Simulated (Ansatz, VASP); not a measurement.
# ZrSi2 in VASP and in Ansatz

The input INCAR:

```
PREC     = Accurate       # precision mode
ENCUT    = 520            # plane-wave cutoff, eV
EDIFF    = 1E-6           # SCF threshold, eV
ISMEAR   = 0              # smearing method
SIGMA    = 0.1            # smearing width, eV
LREAL    = F              # projectors in reciprocal space
LASPH    = T              # aspherical terms in the spheres
NELM     = 100            # most SCF steps
ALGO     = Normal         # electronic algorithm
ISIF     = 2              # what is computed and relaxed
LWAVE    = F              # write WAVECAR
LCHARG   = F              # write CHGCAR
NBANDS   = 29             # bands
```

File KPOINTS:

```
regular mesh
0
Gamma
  6 6 6
```

POSCAR

```
ZrSi2
1.0
    1.8417421100     -7.4355685300      0.0000000000
    1.8417421100      7.4355685300      0.0000000000
    0.0000000000      0.0000000000      3.6732512100
Zr Si
2 4
Direct
    0.8940881300      0.1059118700      0.2500000000
    0.1059118700      0.8940881300      0.7500000000
    0.4485385800      0.5514614200      0.7500000000
    0.5514614200      0.4485385800      0.2500000000
    0.2502490200      0.7497509800      0.2500000000
    0.7497509800      0.2502490200      0.7500000000
```

Input for Ansatz:

```yaml
crystal:
  lattice:
    - [1.84174211, -7.43556853, 0.0]
    - [1.84174211, 7.43556853, 0.0]
    - [0.0, 0.0, 3.67325121]
  atoms:
    - { symbol: Zr, position: [0.89408813, 0.10591187, 0.25] }
    - { symbol: Zr, position: [0.10591187, 0.89408813, 0.75] }
    - { symbol: Si, position: [0.44853858, 0.55146142, 0.75] }
    - { symbol: Si, position: [0.55146142, 0.44853858, 0.25] }
    - { symbol: Si, position: [0.25024902, 0.74975098, 0.25] }
    - { symbol: Si, position: [0.74975098, 0.25024902, 0.75] }
basis:
  ecutwfc: 420
kpoints:
  mp_grid: { grid: [6, 6, 6] }
hamiltonian:
  xc: lda
  pseudopotentials: { kind: paw, azcp: { folder: soft_1 } }
scf:
  occupations: { method: gaussian, width: 0.1 }
output:
  forces: true
  stress: true
  eigenvalues: true
```

The cell comes from a database or a generator and needn't be the stable form of this composition.

Alike in both runs: task single point; functional LDA; k mesh 6 × 6 × 6; occupations gaussian, width 0.1 eV; no spin polarisation.

```csv
,VASP,Ansatz
version,VASP 6.6.1,Ansatz 0.2.0
potentials or method,"VASP PAW LDA potentials, release 64 (Zr_sv, Si)","scalar-relativistic, plane waves, PAW"
plane-wave cutoff (eV),520,420
valence electrons in the cell,40,40
```

Ansatz gave:

```
gap on the k mesh at the Fermi level (eV)       : none
pressure (GPa)                                  : -5.3
largest component of the traceless stress (GPa) : 0.66
rms of the force components (eV/Å)              : 0.059
```

**Question.** What did VASP give for the same quantities?

**Answer.** gap on the k mesh at the Fermi level (eV): none; pressure (GPa): -5.2; largest component of the traceless stress (GPa): 0.66; rms of the force components (eV/Å): 0.058.

Atom by atom the forces differ by 0.002 eV/Å (rms over components). A gap of «none» marks a metal or a gap that the smearing closes. Ansatz warned: «pseudo_functional_mismatch».
